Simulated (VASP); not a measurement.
# SrTiO3 (Pm-3m) in VASP: a series of runs

The runs below take SrTiO3 through relaxation of cell and atoms, with LDA, r2SCAN.

Program: VASP 6.6.1. These are calculated values, not measurements. Logs are shortened: lines on timing, memory, paths and dates and some standing lists are left out, and cuts for length are marked.

## 1. The crystal as given

It takes space group Pm-3m (No. 221, cubic). The conventional cell has a = 3.905 Å, b = 3.905 Å, c = 3.905 Å, α = 90.00°, β = 90.00°, γ = 90.00°. Sr (site symmetry m-3m) is surrounded by 12 O at 2.76 Å. Around Ti (site symmetry m-3m) lie 6 O at 1.95 Å. Around O (site symmetry 4/mmm) lie 2 Ti at 1.95 Å.

The cell was built by a generator and needn't be a form met in nature.

## 2. Relaxation of cell and atoms, LDA

INCAR

```
SYSTEM = SrTiO3
PREC = Accurate ; ENCUT = 600
EDIFF = 1E-6 ; ISMEAR = 0
SIGMA = 0.03 ; LREAL = .FALSE.
LASPH = .TRUE. ; NELM = 80
ALGO = Normal ; ISIF = 3
LWAVE = .FALSE. ; LCHARG = .FALSE.
GGA = CA ; IBRION = 2
NSW = 90 ; EDIFFG = -0.01
```

KPOINTS

```
Automatic mesh
0
G
  8 8 8
  0 0 0
```

POSCAR

```
SrTiO3
1.0
    3.9052800000      0.0000000000      0.0000000000
    0.0000000000      3.9052800000      0.0000000000
    0.0000000000      0.0000000000      3.9052800000
Sr Ti O
1 1 3
Direct
    0.5000000000      0.5000000000      0.5000000000
    0.0000000000      0.0000000000      0.0000000000
    0.5000000000      0.0000000000      0.0000000000
    0.0000000000      0.5000000000      0.0000000000
    0.0000000000      0.0000000000      0.5000000000
```

Potentials or basis: VASP PAW LDA potentials, release 64 (Sr_sv, Ti_sv, O).

Launch:

```bash
> cat potpaw_LDA.64/Sr_sv/POTCAR potpaw_LDA.64/Ti_sv/POTCAR potpaw_LDA.64/O/POTCAR > POTCAR
> mpirun -np 1 vasp_std > vasp.out
```

OUTCAR:

```text
SYSTEM = SrTiO3
   PREC = Accurate
   ENCUT = 600
   EDIFF = 1E-6
   ISMEAR = 0
   LREAL = .FALSE.
   LASPH = .TRUE.
   NELM = 80
   ISIF = 3
   GGA = CA
   IBRION = 2
   NSW = 90
   EDIFFG = -0.01

 ion  position               nearest neighbor table
   1  0.500  0.500  0.500-   3 2.76   4 2.76   5 2.76   3 2.76   4 2.76   3 2.76   5 2.76   3 2.76
                             4 2.76   5 2.76   4 2.76   5 2.76   2 3.38   2 3.38   2 3.38   2 3.38
   2  0.000  0.000  0.000-   3 1.95   4 1.95   5 1.95   5 1.95   4 1.95   3 1.95   1 3.38   1 3.38
                             1 3.38   1 3.38   1 3.38   1 3.38   1 3.38   1 3.38
   3  0.500  0.000  0.000-   2 1.95   2 1.95   1 2.76   1 2.76   1 2.76   1 2.76
   4  0.000  0.500  0.000-   2 1.95   2 1.95   1 2.76   1 2.76   1 2.76   1 2.76
   5  0.000  0.000  0.500-   2 1.95   2 1.95   1 2.76   1 2.76   1 2.76   1 2.76

  LATTYP: Found a simple cubic cell.
 ALAT       =     3.9052800000

  Lattice vectors:

 A1 = (   3.9052800000,   0.0000000000,   0.0000000000)
 A2 = (   0.0000000000,   3.9052800000,   0.0000000000)
 A3 = (   0.0000000000,   0.0000000000,   3.9052800000)

Analysis of symmetry for initial positions (statically):
=====================================================================
 Subroutine PRICEL returns:
 Original cell was already a primitive cell.

 Routine SETGRP: Setting up the symmetry group for a
 simple cubic supercell.

 Subroutine GETGRP returns: Found 48 space group operations
 (whereof 48 operations were pure point group operations)
 out of a pool of 48 trial point group operations.

The static configuration has the point symmetry O_h .

Analysis of symmetry for dynamics (positions and initial velocities):
=====================================================================
 Subroutine PRICEL returns:
 Original cell was already a primitive cell.

 Routine SETGRP: Setting up the symmetry group for a
 simple cubic supercell.

 Subroutine GETGRP returns: Found 48 space group operations
 (whereof 48 operations were pure point group operations)
 out of a pool of 48 trial point group operations.

The dynamic configuration has the point symmetry O_h .

 Subroutine INISYM returns: Found 48 space group operations
 (whereof 48 operations are pure point group operations),
 and found     1 'primitive' translations

----------------------------------------------------------------------------------------

                                     Primitive cell

  volume of cell :      59.5603

  direct lattice vectors                    reciprocal lattice vectors
     3.905280000  0.000000000  0.000000000     0.256063586  0.000000000  0.000000000
     0.000000000  3.905280000  0.000000000     0.000000000  0.256063586  0.000000000
     0.000000000  0.000000000  3.905280000     0.000000000  0.000000000  0.256063586

  length of vectors
     3.905280000  3.905280000  3.905280000     0.256063586  0.256063586  0.256063586

  position of ions in fractional coordinates (direct lattice)
     0.500000000  0.500000000  0.500000000
     0.000000000  0.000000000  0.000000000
     0.500000000  0.000000000  0.000000000
     0.000000000  0.500000000  0.000000000
     0.000000000  0.000000000  0.500000000

  ion indices of the primitive-cell ions
   primitive index   ion index
                 1           1
                 2           2
                 3           3
                 4           4
                 5           5

----------------------------------------------------------------------------------------

 KPOINTS: Automatic mesh

Automatic generation of k-mesh.
 Grid dimensions read from file:
 generate k-points for:    8    8    8

 Generating k-lattice:

  Cartesian coordinates                     Fractional coordinates (reciprocal lattice)
     0.032007948  0.000000000  0.000000000     0.125000000  0.000000000  0.000000000
     0.000000000  0.032007948  0.000000000     0.000000000  0.125000000  0.000000000
     0.000000000  0.000000000  0.032007948     0.000000000  0.000000000  0.125000000

  Length of vectors
     0.032007948  0.032007948  0.032007948

  Shift w.r.t. Gamma in fractional coordinates (k-lattice)
     0.000000000  0.000000000  0.000000000

 Subroutine IBZKPT returns following result:
 ===========================================

 Found     35 irreducible k-points:

 Following reciprocal coordinates:
            Coordinates               Weight
  0.000000  0.000000  0.000000      1.000000
  0.125000  0.000000  0.000000      6.000000
  0.250000  0.000000  0.000000      6.000000
  0.375000  0.000000  0.000000      6.000000
  0.500000  0.000000  0.000000      3.000000
  0.125000  0.125000  0.000000     12.000000
[... 16 lines left out ...]
  0.375000  0.375000  0.125000     24.000000
  0.500000  0.375000  0.125000     24.000000
 [... further k-points ...]
   k-points           NKPTS =     35   k-points in BZ     NKDIM =     35   number of bands    NBANDS=     24
   number of dos      NEDOS =    301   number of ions     NIONS =      5
   total plane-waves  NPLWV =  32768
   dimension x,y,z NGX =    32 NGY =   32 NGZ =   32
   dimension x,y,z NGXF=    64 NGYF=   64 NGZF=   64
   ions per type =               1   1   3
   NGX,Y,Z   is equivalent  to a cutoff of  13.62, 13.62, 13.62 a.u.
   NGXF,Y,Z  is equivalent  to a cutoff of  27.24, 27.24, 27.24 a.u.
 SYSTEM =  SrTiO3
   PREC   = accura    normal or accurate (medium, high low for compatibility)
   ISTART =      0    job   : 0-new  1-cont  2-samecut
   ICHARG =      2    charge: 1-file 2-atom 10-const
   ISPIN  =      1    spin polarized calculation?
   LNONCOLLINEAR =      F non collinear calculations
   LSORBIT =      F    spin-orbit coupling
   LASPH  =      T    aspherical Exc in radial PAW
   ENCUT  =  600.0 eV  44.10 Ry    6.64 a.u.   7.80  7.80  7.80*2*pi/ulx,y,z
   NELM   =     80;   NELMIN=  2; NELMDL= -5     # of ELM steps
   EDIFF  = 0.1E-05   stopping-criterion for ELM
   LREAL  =      F    real-space projection
   EDIFFG = -.1E-01   stopping-criterion for IOM
   NSW    =     90    number of steps for IOM
   IBRION =      2    ionic relax: 0-MD 1-quasi-New 2-CG
   NFREE  =      1    steps in history (QN), initial steepest desc. (CG)
   ISIF   =      3    stress and relaxation
   ISYM   =      2    0-nonsym 1-usesym 2-fastsym
   POTIM  = 0.5000    time-step for ionic-motion
   TEBEG  =    0.0;   TEEND  =   0.0 temperature during run
   PSTRESS=    0.0 pullay stress
   NELECT =      40.0000    total number of electrons
   NUPDOWN=      -1.0000    fix difference up-down
   EMIN   =  10.00;   EMAX   =-10.00  energy-range for DOS
   EFERMI =   0.00;   METHOD = LEGACY
   ISMEAR =     0;   SIGMA  =   0.03  broadening in eV -4-tet -1-fermi 0-gaus
   EFERMI_NEDOS =   21; number of points for ismear=-14 and -15
   IALGO  =     38    algorithm
   IMIX   =      4    mixing-type and parameters
     AMIX     =   0.40;   BMIX     =  1.00
     AMIX_MAG =   1.60;   BMIX_MAG =  1.00
  volume/ion in A,a.u.               =      11.91        80.39
  Fermi-wavevector in a.u.,A,eV,Ry     =   1.433648  2.709203 27.964703  2.055348
  Thomas-Fermi vector in A             =   2.553143
   LORBIT       =      0    0 simple, 1 ext, 2 COOP (PROOUT), +10 PAW based schemes
   GGA     = CA    functional components
   LHFCALC =     F    Hartree Fock is set to
   AEXX    =    0.0000 exact exchange contribution
   IVDW    =     0    specifies the selected vdW correction
   LEPSILON=     F    determine dielectric tensor
   LRPA    =     F    only Hartree local field effects (RPA)
 conjugate gradient relaxation of ions
 non-spin polarized calculation
 Gauss-broadening in eV      SIGMA  =   0.03
  energy-cutoff  :      600.00
  volume of cell :       59.56
 maximum number of plane-waves:      2008
 NGX is ok and might be reduce to    32
   NGX = 15   NGY = 15   NGZ = 15

--------------------------------------- Ionic step        1  -------------------------------------------

 number of electron      39.9999978 magnetization

 Free energy of the ion-electron system (eV)
  ---------------------------------------------------
  ext. energy  EPLUGINS =         0.00000000
  ---------------------------------------------------
  free energy    TOTEN  =       -44.14623915 eV

  energy without entropy =      -44.14623915  energy(sigma->0) =      -44.14623915

------------------------ aborting loop because EDIFF is reached ----------------------------------------

  FORCE on cell =-STRESS in cart. coord.  units (eV):
  Direction    XX          YY          ZZ          XY          YZ          ZX
  --------------------------------------------------------------------------------------
  -------------------------------------------------------------------------------------
  Total       -2.4757028     -2.4757028     -2.4757028      0.0000000     -0.0000000      0.0000000
  in kB      -66.5966773    -66.5966773    -66.5966773      0.0000000     -0.0000000      0.0000000
  external PRESSURE =     -66.5966773 kB  Pullay stress =       0.0000000 kB

 VOLUME and BASIS-vectors are now :
 -----------------------------------------------------------------------------
  energy-cutoff  :      600.00
  volume of cell :       59.56
      direct lattice vectors                 reciprocal lattice vectors
     3.905280000  0.000000000  0.000000000     0.256063586  0.000000000  0.000000000
     0.000000000  3.905280000  0.000000000     0.000000000  0.256063586  0.000000000
     0.000000000  0.000000000  3.905280000     0.000000000  0.000000000  0.256063586
[... 40 lines left out ...]
 POSITION                                       TOTAL-FORCE (eV/Angst)
 -----------------------------------------------------------------------------------
      1.90600      1.90600      1.90600         0.000000     -0.000000      0.000000
      0.00000      0.00000      0.00000        -0.000000     -0.000000      0.000000
      1.90600     -0.00000      0.00000        -0.000000      0.000000      0.000000
      0.00000      1.90600      0.00000        -0.000000      0.000000      0.000000
     -0.00000     -0.00000      1.90600        -0.000000     -0.000000      0.000000
 -----------------------------------------------------------------------------------
    total drift:                                0.000000      0.000000     -0.000000

  FREE ENERGIE OF THE ION-ELECTRON SYSTEM (eV)
  ---------------------------------------------------
  free  energy   TOTEN  =       -44.1383573392 eV

  energy  without entropy=      -44.1383573392  energy(sigma->0) =      -44.13835734

--------------------------------------- Ionic step        3  -------------------------------------------

 number of electron      39.9999996 magnetization

 Free energy of the ion-electron system (eV)
  ---------------------------------------------------
  ext. energy  EPLUGINS =         0.00000000
  ---------------------------------------------------
  free energy    TOTEN  =       -44.18978184 eV

  energy without entropy =      -44.18978184  energy(sigma->0) =      -44.18978184

 E-fermi :   4.3071     XC(G=0): -11.9768

 val. band max:        4.1681019064   @ k =   0.5000   0.5000   0.5000
 cond. band min:       5.9781037374   @ k =   0.0000   0.0000   0.0000
 fundamental gap:      1.8100018310
 Fermi energy:         4.3070912864

 k-point     1 :       0.0000    0.0000    0.0000
  band No.  band energies     occupation
      1     -51.4172      2.00000
      2     -28.2228      2.00000
      3     -28.0946      2.00000
      4     -28.0946      2.00000
      5     -28.0946      2.00000
      6     -13.0892      2.00000
[... 16 lines left out ...]
     23       5.9781      0.00000
     24       8.7421      0.00000
[... 598 lines left out ...]
      2     -28.2227      2.00000
      3     -28.1647      2.00000
      4     -28.1238      2.00000
      5     -28.1005      2.00000
      6     -12.5822      2.00000
[... 16 lines left out ...]
     23       8.4579      0.00000
     24      10.2808      0.00000

 [... further k-points ...]

------------------------ aborting loop because EDIFF is reached ----------------------------------------

  FORCE on cell =-STRESS in cart. coord.  units (eV):
  Direction    XX          YY          ZZ          XY          YZ          ZX
  --------------------------------------------------------------------------------------
  -------------------------------------------------------------------------------------
  Total       -0.0217397     -0.0217397     -0.0217397     -0.0000000     -0.0000000      0.0000000
  in kB       -0.6055733     -0.6055733     -0.6055733     -0.0000000     -0.0000000      0.0000000
  external PRESSURE =      -0.6055733 kB  Pullay stress =       0.0000000 kB

 VOLUME and BASIS-vectors are now :
 -----------------------------------------------------------------------------
  energy-cutoff  :      600.00
  volume of cell :       57.52
      direct lattice vectors                 reciprocal lattice vectors
     3.860104138 -0.000000000  0.000000000     0.259060368 -0.000000000  0.000000000
     0.000000000  3.860104138  0.000000000     0.000000000  0.259060368  0.000000000
    -0.000000000 -0.000000000  3.860104138    -0.000000000 -0.000000000  0.259060368

 POSITION                                       TOTAL-FORCE (eV/Angst)
 -----------------------------------------------------------------------------------
      1.93005      1.93005      1.93005         0.000000     -0.000000      0.000000
      0.00000      0.00000      0.00000        -0.000000      0.000000      0.000000
      1.93005     -0.00000      0.00000        -0.000000      0.000000      0.000000
      0.00000      1.93005      0.00000        -0.000000      0.000000      0.000000
     -0.00000     -0.00000      1.93005        -0.000000     -0.000000      0.000000
 -----------------------------------------------------------------------------------
    total drift:                                0.000000      0.000000     -0.000000

  FREE ENERGIE OF THE ION-ELECTRON SYSTEM (eV)
  ---------------------------------------------------
  free  energy   TOTEN  =       -44.1897818415 eV

  energy  without entropy=      -44.1897818415  energy(sigma->0) =      -44.18978184

 reached required accuracy - stopping structural energy minimisation
```

It took 43 s on 1 thread of Intel Xeon 6975P-C (Granite Rapids), shared host; peak memory 0.21 GiB.

What came out:

* Free energy: -44.1898 eV
* Relaxed volume: 11.50 Å³/atom
* Relaxed cell: a = 3.860 Å, b = 3.860 Å, c = 3.860 Å, α = 90.00°, β = 90.00°, γ = 90.00°
* Space group after relaxing (to 0.05 Å): Pm-3m (No. 221)
* Energy gained by relaxing: 8.7 meV/atom
* Ionic steps: 3
* Pressure after relaxing: -0.1 GPa
* Band gap on the k mesh: 1.81 eV, indirect (least direct gap 2.15 eV)

The path:
| step | energy change (eV) | largest force (eV/Å) | pressure (GPa) | volume (Å³) |
| --- | --- | --- | --- | --- |
| 1 | 0.0000 | 0.0000 | -6.66 | 59.56 |
| 2 | 0.0079 | 0.0000 | 8.11 | 55.39 |
| 3 | -0.0435 | 0.0000 | -0.06 | 57.52 |

Final structure:
```xyz
5
Lattice="3.8601 0.0000 0.0000 0.0000 3.8601 0.0000 0.0000 0.0000 3.8601" Properties=species:S:1:pos:R:3 pbc="T T T"
Sr    1.9301    1.9301    1.9301
Ti    0.0000    0.0000    0.0000
O     1.9301    0.0000    0.0000
O     0.0000    1.9301    0.0000
O     0.0000    0.0000    1.9301
```

Levels at points of the mesh, in eV from the valence-band top:
```
           k point  band 18  band 19  band 20  band 21  band 22  band 23
(0.00, 0.00, 0.00)    -0.34    -0.34    -0.34     1.81     1.81     1.81
(0.50, 0.00, 0.00)    -2.16    -0.73    -0.73     2.01     3.92     3.92
(0.50, 0.50, 0.00)    -1.62    -1.62    -0.10     3.93     3.93     4.39
(0.50, 0.50, 0.50)     0.00     0.00     0.00     4.65     4.65     4.65
```

(Continued in part 2 of 2.)
